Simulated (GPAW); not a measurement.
Runs of GPAW 26.7.0 on HfC. It takes space group Fm-3m (No. 225, cubic). Conventional cell: a = 4.650 Å, b = 4.650 Å, c = 4.650 Å, α = 90.00°, β = 90.00°, γ = 90.00°. Around Hf (site symmetry m-3m) lie 6 C at 2.32 Å. C (site symmetry m-3m) has 6 Hf at 2.32 Å as nearest neighbours. 

| task | level | potentials or basis | spin | U | k mesh | cutoff (eV) | maxiter | band path | band points | spin axis theta (degrees) | spin axis phi (degrees) | mesh quality | pressure (GPa) | V0 of scaled cells (Å³/atom) | B0 (GPa) |
| --- | --- | --- | --- | --- | --- | --- | --- | --- | --- | --- | --- | --- | --- | --- | --- |
| equation of state | PBEsol+D4 | PAW data sets generated in the run's folder for this functional, pw | off | - | 8 × 8 × 8 | 800 | 150 | - | - | - | - | not flagged | - | 12.21 | 257 |
| band structure | mBEEF | GPAW PAW data sets (gpaw-data 1.2.1), pw | SOC, no magnetisation | - | 8 × 8 × 8 | 800 | 150 | GXWKGLUWLK,UX | 80 | 90 | 0 | not flagged | -5.4 | - | - |
| equation of state | PBEsol | PAW data sets generated in the run's folder for this functional, pw | off | - | 8 × 8 × 8 | 800 | 150 | - | - | - | - | not flagged | - | (b) | 253 |
| band structure | RPBE | the program's PAW data sets (release 1.2.1) made for this functional, pw | SOC, no magnetisation | - | 8 × 8 × 8 | 800 | 150 | GXWKGLUWLK,UX | 60 | 90 | 0 | not flagged | (a) | - | - |

Alike in all rows: cell as given; smearing fermi-dirac 0.05 eV.

Task: Fill in the values left out.

Result: (a) 5.7; (b) 12.31.

Caveats: spin-orbit coupling was added after a scalar SCF, so levels and gaps hold it while energy, forces, pressure and moments don't (some runs); the PAW data sets were made with another functional, which shifts forces and pressure a little (some runs).
